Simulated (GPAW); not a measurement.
Runs of GPAW 26.7.0 on BaTiO3. Symmetry: P4mm, No. 99, tetragonal system. Conventional cell: a = 4.000 Å, b = 4.000 Å, c = 4.018 Å, α = 90.00°, β = 90.00°, γ = 90.00°. Ba (site symmetry 4mm) has 12 O at 2.79 to 2.88 Å as nearest neighbours. Ti (site symmetry 4mm) has 6 O at 1.89 to 2.13 Å as nearest neighbours. O (site symmetry 2mm) has 2 Ti at 2.00 Å as nearest neighbours. Around O (site symmetry 4mm) lie 2 Ti at 1.89 to 2.13 Å. 

```tsv
task	level	potentials or basis	cell	k mesh	cutoff (eV)	smearing	response ecut	maxiter	response k mesh	response bands	kernels	mesh quality	gap on the mesh (eV)	pressure (GPa)	relaxed volume (Å³/atom)	largest force (eV/Å)
dielectric tensor	LDA	the program's PAW data sets (release 1.2.1) made for this functional, pw	as given	6 × 6 × 6	650	fermi-dirac 0.001 eV	80 eV	150	7 × 7 × 7	60	["RPA"]	not flagged	1.72	-	-	-
dielectric tensor	PBEsol	PAW data sets generated in the run's folder for this functional, pw	as given	6 × 6 × 6	650	fermi-dirac 0.001 eV	80 eV	150	7 × 7 × 7	60	["RPA"]	not flagged	1.76	-	-	-
dielectric tensor	AM05	PAW data sets generated in the run's folder for this functional, pw	as given	6 × 6 × 6	650	fermi-dirac 0.001 eV	80 eV	150	7 × 7 × 7	60	["RPA"]	not flagged	1.76	-	-	-
single point	LDA	the program's PAW data sets (release 1.2.1) made for this functional, pw	as given	6 × 6 × 6	650	fermi-dirac 0.05 eV	-	120	-	-	-	not flagged	1.72	-9.4	-	0.39
relaxation of cell and atoms	SCAN+D3(BJ)	GPAW PAW data sets (gpaw-data 1.2.1), pw	relaxed	4 × 4 × 4	800	fermi-dirac 0.05 eV	-	150	-	-	-	coarse	(b)	0.0	(a)	-
relaxation of cell and atoms	RPBE+D3(BJ)	the program's PAW data sets (release 1.2.1) made for this functional, pw	relaxed	4 × 4 × 4	800	fermi-dirac 0.05 eV	-	150	-	-	-	coarse	2.00	0.0	11.62	0.01
dielectric tensor	RPBE	the program's PAW data sets (release 1.2.1) made for this functional, pw	as given	6 × 6 × 6	650	fermi-dirac 0.001 eV	80 eV	150	7 × 7 × 7	60	["RPA"]	not flagged	1.85	-	-	-
```

Alike in all rows: no spin polarisation.

Estimate the missing entries.

(a) 12.93; (b) 2.24.

Caveats: spin-orbit coupling is left out, which moves the levels of the heavy elements; the long-wavelength limit can be off by several per cent where d states take part (some runs); an odd mesh through Γ misses points on the zone boundary, where band edges often lie (some runs); later steps reuse the first step's grids (some runs); the cutoff is short for stress and forces, so pressures can be off by a GPa or more (some runs); the forces don't sum to zero, a sign of grid noise (some runs); the PAW data sets were made with another functional, which shifts forces and pressure a little (some runs).

A k mesh can miss the band edges, and the runs leave out spin-orbit coupling on Ba.
